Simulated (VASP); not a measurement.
# P in VASP: further runs

One slab, P, is run at these levels: LDA, PBEsol; tasks: single point.

Everything below comes from runs of VASP 6.6.1. Logs are shortened: lines on timing, memory, paths and dates and some standing lists are left out, and cuts for length are marked.

## Step 1: The cell of the first run

The cell holds a slab with vacuum, 4 atoms: a = 3.282 Å, b = 34.823 Å, c = 4.698 Å, α = 90.00°, β = 90.00°, γ = 90.00°.

The slab is cut from a database's or a generator's crystal, which needn't be the stable form of the element.

## Step 2: Single point, LDA (functional LDA, strained and moved within the space group)

Contents of INCAR:

```
SYSTEM = P
PREC = Accurate ; ENCUT = 520
EDIFF = 1E-6 ; ISMEAR = 0
SIGMA = 0.02 ; LREAL = .FALSE.
LASPH = .TRUE. ; NELM = 100
ALGO = Fast ; ISIF = 2
LWAVE = .FALSE. ; LCHARG = .TRUE.
GGA = CA ; LELF = .TRUE.
LVHAR = .TRUE. ; NBANDS = 18
```

Contents of KPOINTS:

```
Automatic mesh
0
G
  8 1 6
  0 0 0
```

Contents of POSCAR:

```
P
1.0
    3.2823157171      0.0000000000      0.0000000000
    0.0000000000     34.8232196699      0.0000000000
    0.0000000000      0.0000000000      4.6983235214
P
4
Direct
    0.0000000000      0.9719790026      0.5748587817
    0.0000000000      0.0280209974      0.4251412183
    0.5000000000      0.0280209974      0.0748587817
    0.5000000000      0.9719790026      0.9251412183
```

Potentials or basis: VASP PAW LDA potentials, release 64 (P).

Run with:

```console
cat potpaw_LDA.64/P/POTCAR > POTCAR
mpirun -np 1 vasp_std > vasp.out
```

OUTCAR:

```text
SYSTEM = P
   PREC = Accurate
   ENCUT = 520
   EDIFF = 1E-6
   ISMEAR = 0
   LREAL = .FALSE.
   LASPH = .TRUE.
   NELM = 100
   ISIF = 2
   GGA = CA

 ion  position               nearest neighbor table
   1  0.000  0.972  0.575-   2 2.07   4 2.32   4 2.32
   2  0.000  0.028  0.425-   1 2.07   3 2.32   3 2.32
   3  0.500  0.028  0.075-   4 2.07   2 2.32   2 2.32
   4  0.500  0.972  0.925-   3 2.07   1 2.32   1 2.32

  LATTYP: Found a simple orthorhombic cell.
 ALAT       =     3.2823157171
 B/A-ratio  =     1.4314051195
 C/A-ratio  =    10.6093449477

  Lattice vectors:

 A1 = (  -3.2823157171,   0.0000000000,   0.0000000000)
 A2 = (   0.0000000000,   0.0000000000,   4.6983235214)
 A3 = (   0.0000000000,  34.8232196699,   0.0000000000)

Analysis of symmetry for initial positions (statically):
=====================================================================
 Subroutine PRICEL returns:
 Original cell was already a primitive cell.

 Routine SETGRP: Setting up the symmetry group for a
 simple orthorhombic supercell.

 Subroutine GETGRP returns: Found  8 space group operations
 (whereof  4 operations were pure point group operations)
 out of a pool of  8 trial point group operations.

The static configuration has the point symmetry C_2h.
 The point group associated with its full space group is D_2h.

Analysis of symmetry for dynamics (positions and initial velocities):
=====================================================================
 Subroutine PRICEL returns:
 Original cell was already a primitive cell.

 Routine SETGRP: Setting up the symmetry group for a
 simple orthorhombic supercell.

 Subroutine GETGRP returns: Found  8 space group operations
 (whereof  4 operations were pure point group operations)
 out of a pool of  8 trial point group operations.

The dynamic configuration has the point symmetry C_2h.
 The point group associated with its full space group is D_2h.

 Subroutine INISYM returns: Found  8 space group operations
 (whereof  4 operations are pure point group operations),
 and found     1 'primitive' translations

----------------------------------------------------------------------------------------

                                     Primitive cell

  volume of cell :     537.0221

  direct lattice vectors                    reciprocal lattice vectors
     3.282315717  0.000000000  0.000000000     0.304662953  0.000000000  0.000000000
     0.000000000 34.823219670  0.000000000     0.000000000  0.028716472  0.000000000
     0.000000000  0.000000000  4.698323521     0.000000000  0.000000000  0.212841878

  length of vectors
     3.282315717 34.823219670  4.698323521     0.304662953  0.028716472  0.212841878

  position of ions in fractional coordinates (direct lattice)
     0.000000000  0.971979003  0.574858782
     0.000000000  0.028020997  0.425141218
     0.500000000  0.028020997  0.074858782
     0.500000000  0.971979003  0.925141218

  ion indices of the primitive-cell ions
   primitive index   ion index
                 1           1
                 2           2
                 3           3
                 4           4

----------------------------------------------------------------------------------------

 KPOINTS: Automatic mesh

Automatic generation of k-mesh.
 Grid dimensions read from file:
 generate k-points for:    8    1    6

 Generating k-lattice:

  Cartesian coordinates                     Fractional coordinates (reciprocal lattice)
     0.038082869  0.000000000  0.000000000     0.125000000  0.000000000  0.000000000
     0.000000000  0.028716472  0.000000000     0.000000000  1.000000000  0.000000000
     0.000000000  0.000000000  0.035473646     0.000000000  0.000000000  0.166666667

  Length of vectors
     0.038082869  0.028716472  0.035473646

  Shift w.r.t. Gamma in fractional coordinates (k-lattice)
     0.000000000  0.000000000  0.000000000

 Subroutine IBZKPT returns following result:
 ===========================================

 Found     20 irreducible k-points:

 Following reciprocal coordinates:
            Coordinates               Weight
  0.000000  0.000000  0.000000      1.000000
  0.125000  0.000000  0.000000      2.000000
  0.250000  0.000000  0.000000      2.000000
  0.375000  0.000000  0.000000      2.000000
  0.500000  0.000000  0.000000      1.000000
  0.000000  0.000000  0.166667      2.000000
[... 12 lines left out ...]
  0.375000  0.000000  0.500000      2.000000
  0.500000  0.000000  0.500000      1.000000
   k-points           NKPTS =     20   k-points in BZ     NKDIM =     20   number of bands    NBANDS=     18
   number of dos      NEDOS =    301   number of ions     NIONS =      4
   total plane-waves  NPLWV = 233280
   dimension x,y,z NGX =    24 NGY =  270 NGZ =   36
   dimension x,y,z NGXF=    48 NGYF=  540 NGZF=   72
   ions per type =               4
   NGX,Y,Z   is equivalent  to a cutoff of  12.16, 12.89, 12.74 a.u.
   NGXF,Y,Z  is equivalent  to a cutoff of  24.31, 25.78, 25.48 a.u.
 SYSTEM =  P
   PREC   = accura    normal or accurate (medium, high low for compatibility)
   ISTART =      0    job   : 0-new  1-cont  2-samecut
   ICHARG =      2    charge: 1-file 2-atom 10-const
   ISPIN  =      1    spin polarized calculation?
   LNONCOLLINEAR =      F non collinear calculations
   LSORBIT =      F    spin-orbit coupling
   LASPH  =      T    aspherical Exc in radial PAW
   ENCUT  =  520.0 eV  38.22 Ry    6.18 a.u.   6.10 64.75  8.74*2*pi/ulx,y,z
   NELM   =    100;   NELMIN=  2; NELMDL= -5     # of ELM steps
   EDIFF  = 0.1E-05   stopping-criterion for ELM
   LREAL  =      F    real-space projection
   EDIFFG = 0.1E-04   stopping-criterion for IOM
   NSW    =      0    number of steps for IOM
   IBRION =     -1    ionic relax: 0-MD 1-quasi-New 2-CG
   NFREE  =      0    steps in history (QN), initial steepest desc. (CG)
   ISIF   =      2    stress and relaxation
   ISYM   =      2    0-nonsym 1-usesym 2-fastsym
   POTIM  = 0.5000    time-step for ionic-motion
   TEBEG  =    0.0;   TEEND  =   0.0 temperature during run
   PSTRESS=    0.0 pullay stress
   NELECT =      20.0000    total number of electrons
   NUPDOWN=      -1.0000    fix difference up-down
   EMIN   =  10.00;   EMAX   =-10.00  energy-range for DOS
   EFERMI =   0.00;   METHOD = LEGACY
   ISMEAR =     0;   SIGMA  =   0.02  broadening in eV -4-tet -1-fermi 0-gaus
   EFERMI_NEDOS =   21; number of points for ismear=-14 and -15
   IALGO  =     68    algorithm
   IMIX   =      4    mixing-type and parameters
     AMIX     =   0.40;   BMIX     =  1.00
     AMIX_MAG =   1.60;   BMIX_MAG =  1.00
  volume/ion in A,a.u.               =     134.26       906.00
  Fermi-wavevector in a.u.,A,eV,Ry     =   0.546706  1.033125  4.066615  0.298888
  Thomas-Fermi vector in A             =   1.576634
   LORBIT       =      0    0 simple, 1 ext, 2 COOP (PROOUT), +10 PAW based schemes
   GGA     = CA    functional components
   LHFCALC =     F    Hartree Fock is set to
   AEXX    =    0.0000 exact exchange contribution
   IVDW    =     0    specifies the selected vdW correction
   LEPSILON=     F    determine dielectric tensor
   LRPA    =     F    only Hartree local field effects (RPA)
 non-spin polarized calculation
 RMM-DIIS sequential band-by-band and
 Gauss-broadening in eV      SIGMA  =   0.02
  energy-cutoff  :      520.00
  volume of cell :      537.02
 maximum number of plane-waves:     14530
   NGX = 13   NGY =129   NGZ = 17

 number of electron      19.9999999 magnetization

 Free energy of the ion-electron system (eV)
  ---------------------------------------------------
  ext. energy  EPLUGINS =         0.00000000
  ---------------------------------------------------
  free energy    TOTEN  =       -23.19907752 eV

  energy without entropy =      -23.19907752  energy(sigma->0) =      -23.19907752

 E-fermi :  -3.9784     XC(G=0):  -1.7745

 val. band max:       -4.0786524436   @ k =   0.0000   0.0000   0.0000
 cond. band min:      -3.2819401192   @ k =   0.2500   0.0000   0.0000
 fundamental gap:      0.7967123244
 Fermi energy:        -3.9783781040

 k-point     1 :       0.0000    0.0000    0.0000
  band No.  band energies     occupation
      1     -18.8087      2.00000
      2     -15.3356      2.00000
      3     -14.0606      2.00000
      4      -9.2596      2.00000
      5      -8.8465      2.00000
      6      -8.3936      2.00000
[... 10 lines left out ...]
     17       1.6184      0.00000
     18       1.7560      0.00000

 k-point     2 :       0.1250    0.0000    0.0000
  band No.  band energies     occupation
      1     -18.6305      2.00000
      2     -15.1416      2.00000
      3     -14.0985      2.00000
      4      -9.1349      2.00000
      5      -8.6763      2.00000
      6      -8.4719      2.00000
[... 10 lines left out ...]
     17       1.4114      0.00000
     18       1.8319      0.00000

 k-point     3 :       0.2500    0.0000    0.0000
  band No.  band energies     occupation
      1     -18.1055      2.00000
      2     -14.5626      2.00000
      3     -14.3632      2.00000
      4      -9.1997      2.00000
      5      -8.8737      2.00000
      6      -8.8220      2.00000
[... 10 lines left out ...]
     17       1.9314      0.00000
     18       2.4837      0.00000

 k-point     4 :       0.3750    0.0000    0.0000
  band No.  band energies     occupation
      1     -17.2676      2.00000
      2     -15.1140      2.00000
      3     -13.6105      2.00000
      4     -10.7456      2.00000
      5      -9.2790      2.00000
      6      -8.6130      2.00000
[... 291 lines left out ...]
      4     -12.0173      2.00000
      5      -8.7816      2.00000
      6      -8.7816      2.00000
[... 10 lines left out ...]
     17       2.6603      0.00000
     18       2.6603      0.00000

 k-point    19 :       0.3750    0.0000    0.5000
  band No.  band energies     occupation
      1     -16.3033      2.00000
      2     -16.3033      2.00000
      3     -12.3951      2.00000
      4     -12.3951      2.00000
      5      -9.2292      2.00000
      6      -9.2292      2.00000
[... 10 lines left out ...]
     17       2.7133      0.00000
     18       2.7140      0.00000

 k-point    20 :       0.5000    0.0000    0.5000
  band No.  band energies     occupation
      1     -15.9211      2.00000
      2     -15.9211      2.00000
      3     -12.8320      2.00000
      4     -12.8320      2.00000
      5      -8.6401      2.00000
      6      -8.6401      2.00000
[... 10 lines left out ...]
     17       2.8776      0.00000
     18       2.8777      0.00000

------------------------ aborting loop because EDIFF is reached ----------------------------------------

  FORCE on cell =-STRESS in cart. coord.  units (eV):
  Direction    XX          YY          ZZ          XY          YZ          ZX
  --------------------------------------------------------------------------------------
  -------------------------------------------------------------------------------------
  Total       -2.1848858      6.5919365     -5.1595674      0.0000000     -0.0000000      0.0000000
  in kB       -6.5184920     19.6666960    -15.3932980      0.0000000     -0.0000000      0.0000000
  external PRESSURE =      -0.7483647 kB  Pullay stress =       0.0000000 kB

 VOLUME and BASIS-vectors are now :
 -----------------------------------------------------------------------------
  energy-cutoff  :      520.00
  volume of cell :      537.02
      direct lattice vectors                 reciprocal lattice vectors
     3.282315717  0.000000000  0.000000000     0.304662953  0.000000000  0.000000000
     0.000000000 34.823219670  0.000000000     0.000000000  0.028716472  0.000000000
     0.000000000  0.000000000  4.698323521     0.000000000  0.000000000  0.212841878

 POSITION                                       TOTAL-FORCE (eV/Angst)
 -----------------------------------------------------------------------------------
      0.00000     33.84744      2.70087         0.000000     -1.693244      1.869227
      0.00000      0.97578      1.99745         0.000000      1.693244     -1.869227
      1.64116      0.97578      0.35171         0.000000      1.693244      1.869227
      1.64116     33.84744      4.34661         0.000000     -1.693244     -1.869227
 -----------------------------------------------------------------------------------
    total drift:                               -0.000000      0.000000     -0.000000

  FREE ENERGIE OF THE ION-ELECTRON SYSTEM (eV)
  ---------------------------------------------------
  free  energy   TOTEN  =       -23.1990775195 eV

  energy  without entropy=      -23.1990775195  energy(sigma->0) =      -23.19907752
```

Run time: 2.5 min. Hardware: 1 thread of Intel Xeon 6975P-C (Granite Rapids), shared host; peak memory 0.45 GiB.

Results:

```
Free energy            : -23.1991 eV
Largest force          : 2.522 eV/Å
Band gap on the k mesh : 0.80 eV, indirect (least direct gap 1.05 eV)
```

Forces on the atoms (eV/Å):
```
P    0.000 -1.693  1.869
P    0.000  1.693 -1.869
P    0.000  1.693  1.869
P    0.000 -1.693 -1.869
```

(Continued in part 2 of 2.)
